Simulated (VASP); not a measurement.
# BP (F-43m) in VASP: a series of runs

The runs below take BP through dielectric tensor, with LDA.

Everything below comes from runs of VASP 6.6.1. Logs are shortened: lines on timing, memory, paths and dates and some standing lists are left out, and cuts for length are marked.

### 1 The crystal as given

It takes space group F-43m (No. 216, cubic). The conventional cell has a = 4.538 Å, b = 4.538 Å, c = 4.538 Å, α = 90.00°, β = 90.00°, γ = 90.00°. P (site symmetry -43m) is surrounded by 4 B at 1.97 Å. Around B (site symmetry -43m) lie 4 P at 1.97 Å.

### 2 Dielectric tensor, LDA

INCAR

```
SYSTEM = BP
PREC = Accurate ; ENCUT = 350
EDIFF = 1E-8 ; ISMEAR = 0
SIGMA = 0.1 ; LREAL = .FALSE.
LASPH = .TRUE. ; NELM = 100
ALGO = Normal ; ISIF = 2
LWAVE = .FALSE. ; LCHARG = .FALSE.
LEPSILON = .TRUE.
```

KPOINTS

```
Automatic mesh
0
G
  8 8 8
  0 0 0
```

POSCAR

```
BP
1.0
    0.0000000000      2.2690000000      2.2690000000
    2.2690000000      0.0000000000      2.2690000000
    2.2690000000      2.2690000000      0.0000000000
P B
1 1
Direct
    0.7500000000      0.7500000000      0.7500000000
    0.0000000000      0.0000000000      0.0000000000
```

Potentials or basis: VASP PAW LDA potentials, release 64 (P, B).

Started as:

```
$ cat potpaw_LDA.64/P/POTCAR potpaw_LDA.64/B/POTCAR > POTCAR
$ mpirun -np 1 vasp_std > vasp.out
```

OUTCAR:

```text
SYSTEM = BP
   PREC = Accurate
   ENCUT = 350
   EDIFF = 1E-8
   ISMEAR = 0
   LREAL = .FALSE.
   LASPH = .TRUE.
   NELM = 100
   ISIF = 2
   LEPSILON = .TRUE.

 Found     29 irreducible k-points:

 Following reciprocal coordinates:
            Coordinates               Weight
  0.000000  0.000000  0.000000      1.000000
  0.125000  0.000000  0.000000      8.000000
  0.250000  0.000000  0.000000      8.000000
  0.375000  0.000000  0.000000      8.000000
  0.500000  0.000000  0.000000      4.000000
  0.125000  0.125000  0.000000      6.000000
   k-points           NKPTS =     29   k-points in BZ     NKDIM =     29   number of bands    NBANDS=      8
   number of dos      NEDOS =    301   number of ions     NIONS =      2
   total plane-waves  NPLWV =   8000
   dimension x,y,z NGX =    20 NGY =   20 NGZ =   20
   dimension x,y,z NGXF=    40 NGYF=   40 NGZF=   40
   ions per type =               1   1
   NGX,Y,Z   is equivalent  to a cutoff of  10.36, 10.36, 10.36 a.u.
   NGXF,Y,Z  is equivalent  to a cutoff of  20.72, 20.72, 20.72 a.u.
 SYSTEM =  BP
   PREC   = accura    normal or accurate (medium, high low for compatibility)
   ISTART =      0    job   : 0-new  1-cont  2-samecut
   ICHARG =      2    charge: 1-file 2-atom 10-const
   ISPIN  =      1    spin polarized calculation?
   LNONCOLLINEAR =      F non collinear calculations
   LSORBIT =      F    spin-orbit coupling
   LASPH  =      T    aspherical Exc in radial PAW
   ENCUT  =  350.0 eV  25.72 Ry    5.07 a.u.   4.89  4.89  4.89*2*pi/ulx,y,z
   NELM   =    100;   NELMIN=  2; NELMDL= -5     # of ELM steps
   EDIFF  = 0.1E-07   stopping-criterion for ELM
   LREAL  =      F    real-space projection
   EDIFFG = 0.1E-06   stopping-criterion for IOM
   NSW    =      0    number of steps for IOM
   IBRION =     -1    ionic relax: 0-MD 1-quasi-New 2-CG
   NFREE  =      0    steps in history (QN), initial steepest desc. (CG)
   ISIF   =      2    stress and relaxation
   ISYM   =      2    0-nonsym 1-usesym 2-fastsym
   POTIM  = 0.5000    time-step for ionic-motion
   TEBEG  =    0.0;   TEEND  =   0.0 temperature during run
   PSTRESS=    0.0 pullay stress
   NELECT =       8.0000    total number of electrons
   NUPDOWN=      -1.0000    fix difference up-down
   EMIN   =  10.00;   EMAX   =-10.00  energy-range for DOS
   EFERMI =   0.00;   METHOD = LEGACY
   ISMEAR =     0;   SIGMA  =   0.10  broadening in eV -4-tet -1-fermi 0-gaus
   EFERMI_NEDOS =   21; number of points for ismear=-14 and -15
   IALGO  =     38    algorithm
   IMIX   =      4    mixing-type and parameters
     AMIX     =   0.40;   BMIX     =  1.00
     AMIX_MAG =   1.60;   BMIX_MAG =  1.00
  volume/ion in A,a.u.               =      11.68        78.83
  Fermi-wavevector in a.u.,A,eV,Ry     =   1.145320  2.164342 17.847562  1.311759
  Thomas-Fermi vector in A             =   2.282009
   LORBIT       =      0    0 simple, 1 ext, 2 COOP (PROOUT), +10 PAW based schemes
   GGA     = CA    functional components
   LHFCALC =     F    Hartree Fock is set to
   AEXX    =    0.0000 exact exchange contribution
   IVDW    =     0    specifies the selected vdW correction
   LEPSILON=     T    determine dielectric tensor
   LRPA    =     F    only Hartree local field effects (RPA)
 non-spin polarized calculation
 Gauss-broadening in eV      SIGMA  =   0.10
  energy-cutoff  :      350.00
  volume of cell :       23.36
 maximum number of plane-waves:       360
   NGX =  9   NGY =  9   NGZ =  9

--------------------------------------- Ionic step        1  -------------------------------------------

 number of electron       8.0000003 magnetization

 E-fermi :   7.8243     XC(G=0): -11.0878

 val. band max:        7.4083519639   @ k =   0.0000   0.0000   0.0000
 cond. band min:       8.6257025776   @ k =   0.3750   0.3750   0.0000
 fundamental gap:      1.2173506137
 Fermi energy:         7.8243268618

 k-point     1 :       0.0000    0.0000    0.0000
  band No.  band energies     occupation
      1      -7.9833      2.00000
      2       7.4084      2.00000
      3       7.4084      2.00000
      4       7.4084      2.00000
      5      10.7865      0.00000
      6      10.7865      0.00000
      7      10.7865      0.00000
      8      14.7761      0.00000

 k-point     2 :       0.1250    0.0000    0.0000
  band No.  band energies     occupation
      1      -7.7025      2.00000
      2       5.5667      2.00000
      3       6.9817      2.00000
      4       6.9817      2.00000
      5      11.3107      0.00000
      6      11.3753      0.00000
      7      11.3753      0.00000
      8      15.5386      0.00000

 k-point     3 :       0.2500    0.0000    0.0000
  band No.  band energies     occupation
      1      -6.8786      2.00000
      2       2.5859      2.00000
      3       6.2956      2.00000
      4       6.2956      2.00000
      5      11.3897      0.00000
      6      12.1398      0.00000
      7      12.1398      0.00000
      8      16.8968      0.00000

 k-point     4 :       0.3750    0.0000    0.0000
  band No.  band energies     occupation
      1      -5.6155      2.00000
      2      -0.1353      2.00000
      3       5.8213      2.00000
      4       5.8213      2.00000
      5      11.2514      0.00000
      6      12.1942      0.00000
      7      12.1942      0.00000
      8      17.3772      0.00000

 k-point     5 :       0.5000    0.0000    0.0000
  band No.  band energies     occupation
      1      -4.6516      2.00000
      2      -1.6028      2.00000
      3       5.6594      2.00000
      4       5.6594      2.00000
      5      11.1883      0.00000
      6      12.0879      0.00000
      7      12.0879      0.00000
      8      17.3278      0.00000

 k-point     6 :       0.1250    0.1250    0.0000
  band No.  band energies     occupation
      1      -7.6087      2.00000
      2       6.2342      2.00000
      3       6.2342      2.00000
      4       6.2527      2.00000
      5      10.1461      0.00000
      6      12.3667      0.00000
      7      12.3667      0.00000
      8      14.9781      0.00000

 [... further k-points ...]

  FORCE on cell =-STRESS in cart. coord.  units (eV):
  Direction    XX          YY          ZZ          XY          YZ          ZX
  --------------------------------------------------------------------------------------
  -------------------------------------------------------------------------------------
  Total       -0.8066622     -0.8066622     -0.8066622     -0.0000000      0.0000000     -0.0000000
  in kB      -55.3182982    -55.3182982    -55.3182982     -0.0000000      0.0000000     -0.0000000
  external PRESSURE =     -55.3182982 kB  Pullay stress =       0.0000000 kB

 VOLUME and BASIS-vectors are now :
 -----------------------------------------------------------------------------
  energy-cutoff  :      350.00
  volume of cell :       23.36
      direct lattice vectors                 reciprocal lattice vectors
     0.000000000  2.269000000  2.269000000    -0.220361393  0.220361393  0.220361393
     2.269000000  0.000000000  2.269000000     0.220361393 -0.220361393  0.220361393
     2.269000000  2.269000000  0.000000000     0.220361393  0.220361393 -0.220361393

 POSITION                                       TOTAL-FORCE (eV/Angst)
 -----------------------------------------------------------------------------------
      3.40350      3.40350      3.40350         0.000000      0.000000      0.000000
      0.00000      0.00000      0.00000        -0.000000     -0.000000     -0.000000
 -----------------------------------------------------------------------------------
    total drift:                               -0.000000     -0.000000     -0.000000

  FREE ENERGIE OF THE ION-ELECTRON SYSTEM (eV)
  ---------------------------------------------------
  free  energy   TOTEN  =       -14.3820953763 eV

  energy  without entropy=      -14.3820953763  energy(sigma->0) =      -14.38209538

 HEAD OF MICROSCOPIC STATIC DIELECTRIC TENSOR (INDEPENDENT PARTICLE, excluding Hartree and local field effects)
 ------------------------------------------------------
           9.990340     0.000000     0.000000
           0.000000     9.990340     0.000000
           0.000000     0.000000     9.990340
 ------------------------------------------------------

 Free energy of the ion-electron system (eV)
  ---------------------------------------------------
  ---------------------------------------------------
  free energy    TOTEN  =        -0.58181835 eV

  energy without entropy =       -0.58181835

------------------------ aborting loop because EDIFF is reached ----------------------------------------

--------------------------------------- Ionic step        2  -------------------------------------------

------------------------ aborting loop because EDIFF is reached ----------------------------------------

--------------------------------------- Ionic step        3  -------------------------------------------

 Free energy of the ion-electron system (eV)
  ---------------------------------------------------
  ---------------------------------------------------
  free energy    TOTEN  =        -0.58181852 eV

  energy without entropy =       -0.58181852

------------------------ aborting loop because EDIFF is reached ----------------------------------------

 PIEZOELECTRIC TENSOR FIELD DIRECTION 3  (e Angst)
 -----------------------------------------------------------------------------
    -0.00032 -0.16703  0.00000           ( -0.00000 -0.07905  0.00000)
    -0.16703 -0.00032  0.00000           ( -0.07905 -0.00000  0.00000)
     0.00000  0.00000 -0.00024           (  0.00000  0.00000 -0.00000)

 PIEZOELECTRIC TENSOR FIELD DIRECTION 3  (C/m^2)
 -----------------------------------------------------------------------------
    -0.00022 -0.11455  0.00000
    -0.11455 -0.00022  0.00000
     0.00000  0.00000 -0.00016

 MACROSCOPIC STATIC DIELECTRIC TENSOR (including local field effects in DFT)
 ------------------------------------------------------
           9.530665     0.000000    -0.000000
          -0.000000     9.530665    -0.000000
          -0.000000     0.000000     9.530665
 ------------------------------------------------------

 PIEZOELECTRIC TENSOR (including local field effects)  for field in x, y, z        (e  Angst)
          XX          YY          ZZ          XY          YZ          ZX
  --------------------------------------------------------------------------------
  x    -0.00000     0.00000     0.00000     0.00000    -0.16122     0.00000
  y     0.00000     0.00000    -0.00000     0.00000     0.00000    -0.16122
  z    -0.00000     0.00000     0.00000    -0.16122     0.00000     0.00000

 PIEZOELECTRIC TENSOR (including local field effects)  for field in x, y, z        (C/m^2)
          XX          YY          ZZ          XY          YZ          ZX
  --------------------------------------------------------------------------------
  x    -0.00000     0.00000     0.00000     0.00000    -0.11056     0.00000
  y     0.00000     0.00000    -0.00000     0.00000     0.00000    -0.11056
  z    -0.00000     0.00000     0.00000    -0.11056     0.00000     0.00000

 BORN EFFECTIVE CHARGES (including local field effects) (in |e|, cummulative output)
 ---------------------------------------------------------------------------------
 ion    1
    1     0.51405     0.00000     0.00000
    2    -0.00000     0.51405     0.00000
    3     0.00000    -0.00000     0.51405
 ion    2
    1    -0.51405    -0.00000    -0.00000
    2     0.00000    -0.51405     0.00000
    3    -0.00000     0.00000    -0.51405
```

Wall time 43 s (1 thread of Intel Xeon Platinum 8259CL at 2.50GHz (Skylake/Cascade Lake), shared host); peak memory 0.13 GiB.

The run converged, but some of its settings lie outside the range that counts as converged, so its numbers aren't taken as properties of the crystal.

Results:

* Band gap on the k mesh: 1.22 eV, indirect (least direct gap 3.38 eV)
* Electronic dielectric tensor (diagonal): 9.53
* Born charges (mean of the diagonal): P +0.51; B -0.51 e

Caveat: the cutoff is under 1.25 times the usual one of these potentials, so pressure, stress and relaxed cells hold a basis-set (Pulay) error.

### 3 Dielectric tensor, LDA

INCAR

```
SYSTEM = BP
PREC = Accurate ; ENCUT = 400
EDIFF = 1E-8 ; ISMEAR = 0
SIGMA = 0.01 ; LREAL = .FALSE.
LASPH = .TRUE. ; NELM = 100
ALGO = Normal ; ISIF = 2
LWAVE = .FALSE. ; LCHARG = .FALSE.
LEPSILON = .TRUE.
```

KPOINTS is that of step 2.

POSCAR is that of step 2.

Potentials or basis: VASP PAW LDA potentials, release 64 (P, B).

Started as:

```
$ cat potpaw_LDA.64/P/POTCAR potpaw_LDA.64/B/POTCAR > POTCAR
$ mpirun -np 1 vasp_std > vasp.out
```

OUTCAR:

```text
SYSTEM = BP
   PREC = Accurate
   ENCUT = 400
   EDIFF = 1E-8
   ISMEAR = 0
   LREAL = .FALSE.
   LASPH = .TRUE.
   NELM = 100
   ISIF = 2
   LEPSILON = .TRUE.

 Found     29 irreducible k-points:

 Following reciprocal coordinates:
            Coordinates               Weight
  0.000000  0.000000  0.000000      1.000000
  0.125000  0.000000  0.000000      8.000000
  0.250000  0.000000  0.000000      8.000000
  0.375000  0.000000  0.000000      8.000000
  0.500000  0.000000  0.000000      4.000000
  0.125000  0.125000  0.000000      6.000000
   k-points           NKPTS =     29   k-points in BZ     NKDIM =     29   number of bands    NBANDS=      8
   number of dos      NEDOS =    301   number of ions     NIONS =      2
   total plane-waves  NPLWV =  13824
   dimension x,y,z NGX =    24 NGY =   24 NGZ =   24
   dimension x,y,z NGXF=    48 NGYF=   48 NGZF=   48
   ions per type =               1   1
   NGX,Y,Z   is equivalent  to a cutoff of  12.43, 12.43, 12.43 a.u.
   NGXF,Y,Z  is equivalent  to a cutoff of  24.87, 24.87, 24.87 a.u.
 SYSTEM =  BP
   PREC   = accura    normal or accurate (medium, high low for compatibility)
   ISTART =      0    job   : 0-new  1-cont  2-samecut
[... 180 lines left out ...]
  ---------------------------------------------------
  free energy    TOTEN  =        -0.58221422 eV

  energy without entropy =       -0.58221422

------------------------ aborting loop because EDIFF is reached ----------------------------------------

 PIEZOELECTRIC TENSOR FIELD DIRECTION 3  (e Angst)
 -----------------------------------------------------------------------------
    -0.00032 -0.16991  0.00000           ( -0.00000 -0.07905  0.00000)
    -0.16991 -0.00032  0.00000           ( -0.07905 -0.00000  0.00000)
     0.00000  0.00000 -0.00024           (  0.00000  0.00000 -0.00000)

 PIEZOELECTRIC TENSOR FIELD DIRECTION 3  (C/m^2)
 -----------------------------------------------------------------------------
    -0.00022 -0.11652  0.00000
    -0.11652 -0.00022  0.00000
     0.00000  0.00000 -0.00016

 MACROSCOPIC STATIC DIELECTRIC TENSOR (including local field effects in DFT)
 ------------------------------------------------------
           9.533248    -0.000000     0.000000
           0.000000     9.533248     0.000000
           0.000000    -0.000000     9.533248
 ------------------------------------------------------

 PIEZOELECTRIC TENSOR (including local field effects)  for field in x, y, z        (e  Angst)
          XX          YY          ZZ          XY          YZ          ZX
  --------------------------------------------------------------------------------
  x     0.00000    -0.00000    -0.00000     0.00000    -0.16407     0.00000
  y     0.00000     0.00000     0.00000     0.00000     0.00000    -0.16407
  z     0.00000     0.00000     0.00000    -0.16407     0.00000     0.00000

 PIEZOELECTRIC TENSOR (including local field effects)  for field in x, y, z        (C/m^2)
          XX          YY          ZZ          XY          YZ          ZX
  --------------------------------------------------------------------------------
  x     0.00000    -0.00000    -0.00000     0.00000    -0.11252     0.00000
  y     0.00000     0.00000     0.00000     0.00000     0.00000    -0.11252
  z     0.00000     0.00000     0.00000    -0.11252     0.00000     0.00000

 BORN EFFECTIVE CHARGES (including local field effects) (in |e|, cummulative output)
 ---------------------------------------------------------------------------------
 ion    1
    1     0.51475     0.00000     0.00000
    2     0.00000     0.51475     0.00000
    3     0.00000     0.00000     0.51475
 ion    2
    1    -0.51475     0.00000     0.00000
    2     0.00000    -0.51475     0.00000
    3     0.00000     0.00000    -0.51475
```

stdout:

```text
POSCAR found type information on POSCAR P B
 POSCAR found :  2 types and       2 ions
 scaLAPACK will be used
 LDA part: xc-table for (Slater(with rela. corr.)+CA(PZ))
 , standard interpolation
 POSCAR, INCAR and KPOINTS ok, starting setup
 FFT: planning ... GRIDC
 FFT: planning ... GRID_SOFT
 FFT: planning ... GRID
 WAVECAR not read
 entering main loop
 Linear response reoptimize wavefunctions to high precision
 Linear response G [H, r] |phi>, progress :
  Direction:   1
 Linear response G [H, r] |phi>, progress :
  Direction:   2
 Linear response G [H, r] |phi>, progress :
  Direction:   3
 Linear response to external field (no local field effect), progress :
  Direction:   1
 dielectric tensor                  component  1 :    12.264     6.176     1.233
 Linear response to external field (no local field effect), progress :
  Direction:   2
 dielectric tensor                  component  2 :     6.176    12.229    -1.409
 Linear response to external field (no local field effect), progress :
  Direction:   3
 dielectric tensor                  component  3 :     1.231    -1.409     5.486
 Linear response to external field, progress :
  Direction:   1
 dielectric tensor                  component  1 :     9.533     2.590     1.529
 Linear response to external field, progress :
  Direction:   2
 dielectric tensor                  component  2 :     2.495     9.533     1.340
 Linear response to external field, progress :
  Direction:   3
 dielectric tensor                  component  3 :     1.943     2.177     9.533
 Born effective charges drift removed
```

Run time: 42 s. Hardware: 1 thread of Intel Xeon Platinum 8259CL at 2.50GHz (Skylake/Cascade Lake), shared host; peak memory 0.15 GiB.

These settings aren't checked as converged: the numbers below hold their error.

What came out:

```yaml
Band_gap_on_the_k_mesh: 1.22 eV, indirect (least direct gap 3.38 eV)
Electronic_dielectric_tensor_diagonal: 9.53
Born_charges_mean_of_the_diagonal: P +0.51; B -0.51 e
```

[end of part 1 of 2]
